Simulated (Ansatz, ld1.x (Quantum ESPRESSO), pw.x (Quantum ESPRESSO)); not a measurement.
## Equation-of-state test of one PAW potential (tellurium)

| Property | Result |
| --- | --- |
| Element | Te (Z = 52) |
| Generator | ld1.x (Quantum ESPRESSO) 7.5 |
| Type | PAW |
| Functional | PBEsol |
| Relativity | scalar-relativistic |
| Frozen core | [Kr] 4d10 |
| Valence charge | 6 |
| Reference configuration | 5s2 5p4 |
| Partial waves | 5s (bound): rcut 1.90, rcutus 2.20 bohr; 5s channel at 2.2 Ry: rcut 1.90, rcutus 2.20 bohr; 5p (bound): rcut 2.20, rcutus 2.45 bohr; 5p channel at 1 Ry: rcut 2.20, rcutus 2.45 bohr; 5d channel at -0.05 Ry: rcut 2.30, rcutus 2.80 bohr; 5d channel at 0.75 Ry: rcut 2.30, rcutus 2.80 bohr |
| Local potential | all-electron potential smoothed inside 2.35 bohr (lloc = -1) |
| Core correction | Bessel-smoothed model core inside 1.15 bohr |
| Augmentation charge | PSQ, inside the norm-conserving radii |

Crystal test: bcc Te in pw.x 7.5, no spin, 12³ k-points, Fermi–Dirac smearing 0.01 Ry, cutoffs 40/320 Ry. The reference is all-electron LAPW (Ansatz 0.2.0) with the same functional, mesh and smearing; V0 and B0 come from Birch–Murnaghan fits to the pressures at five volumes. Errors are pseudo minus all-electron; Δ is the rms difference of the E(V) curves that follow from these fits, minima aligned, over ±6 % about the mean V0. Mesh and smearing are coarse, so the numbers serve the comparison and aren't converged zero-temperature values; the lattice is a test structure that the element need not adopt.

| V (Å³/atom) | P all-electron (GPa) | P pseudo (GPa) |
| --- | --- | --- |
| 25.579 | 3.77 | 4.48 |
| 26.252 | 1.75 | 2.36 |
| 26.925 | 0.01 | 0.54 |
| 27.598 | -1.49 | -1.02 |
| 28.271 | -2.78 | -2.37 |

All-electron: a0 = 3.776 Å (V0 = 26.93 Å³/atom), B0 = 64.5 GPa.

Pseudopotential: mean pressure error (GPa): +0.54; a0 (Å): 3.787; a0 error (%): +0.27; B0 error (%): +0.5; Δ (meV/atom): 3.1.

Task: At the middle volume, how do free energy and pressure move when the wave cutoff is lowered (ecutrho held at 320 Ry)?

Result:

```tsv
cutoff (Ry)	shift of F (meV/atom)	shift of P (GPa)
18	+3.0	+0.01
24	+1.6	-0.02
32	+0.3	+0.01
```

Input at the middle volume:

```
&control
  calculation='scf', prefix='x', pseudo_dir='./', outdir='./tmp', tstress=.true., disk_io='none'
/
&system
  ibrav=0, nat=1, ntyp=1, ecutwfc=40, ecutrho=320, nbnd=10,
  occupations='smearing', smearing='fd', degauss=0.01
/
&electrons
  conv_thr=1e-09, mixing_beta=0.4, electron_maxstep=70
/
ATOMIC_SPECIES
Te 1.0 Te.UPF
CELL_PARAMETERS angstrom
  -1.88813006 1.88813006 1.88813006
  1.88813006 -1.88813006 1.88813006
  1.88813006 1.88813006 -1.88813006
ATOMIC_POSITIONS crystal
Te 0.0000 0.0000 0.0000
K_POINTS automatic
12 12 12 0 0 0
```

```bash
pw.x < Te.scf.in > Te.scf.out
```

Lines of the output:

```
Message from routine setup:
     using ibrav=0 with symmetry is DISCOURAGED, use correct ibrav instead
     lattice parameter (alat)  =       6.1800  a.u.
     unit-cell volume          =     181.6989 (a.u.)^3
     number of electrons       =         6.00
     number of Kohn-Sham states=           10
     kinetic-energy cutoff     =      40.0000  Ry
     charge density cutoff     =     320.0000  Ry
     scf convergence threshold =      1.0E-09
     Exchange-correlation= SLA  PW   PSX  PSC
     number of k points=    72  Fermi-Dirac smearing, width (Ry)=  0.0100
     iteration #  1     ecut=    40.00 Ry     beta= 0.40
     total energy              =    -356.76016209 Ry
     estimated scf accuracy    <       0.00180288 Ry
     iteration #  2     ecut=    40.00 Ry     beta= 0.40
     total energy              =    -356.76013858 Ry
     estimated scf accuracy    <       0.00053654 Ry
     iteration #  3     ecut=    40.00 Ry     beta= 0.40
     total energy              =    -356.76016781 Ry
     estimated scf accuracy    <       0.00000840 Ry
     iteration #  4     ecut=    40.00 Ry     beta= 0.40
     total energy              =    -356.76016859 Ry
     estimated scf accuracy    <       0.00000004 Ry
     iteration #  5     ecut=    40.00 Ry     beta= 0.40
     total energy              =    -356.76016860 Ry
     estimated scf accuracy    <       0.00000001 Ry
     iteration #  6     ecut=    40.00 Ry     beta= 0.40
     the Fermi energy is     8.6752 ev
!    total energy              =    -356.76016860 Ry
     estimated scf accuracy    <          3.6E-11 Ry
     smearing contrib. (-TS)   =      -0.00292800 Ry
     The total energy is F=E-TS. E is the sum of the following terms:
     one-electron contribution =       6.65736064 Ry
     hartree contribution      =       0.40484404 Ry
     xc contribution           =     -64.27557662 Ry
     ewald contribution        =     -18.35911098 Ry
     one-center paw contrib.   =    -281.18475768 Ry
     convergence has been achieved in   6 iterations
          total   stress  (Ry/bohr**3)                   (kbar)     P=        5.42
     Message from routine punch:
     Nothing written, as per user request (disk_io='none')
```

The run at the middle volume (72 k-points, 6 iterations) took about 8.8 s on one core of a shared host (Neoverse-V1, 32 threads, 247 GiB, load 24).
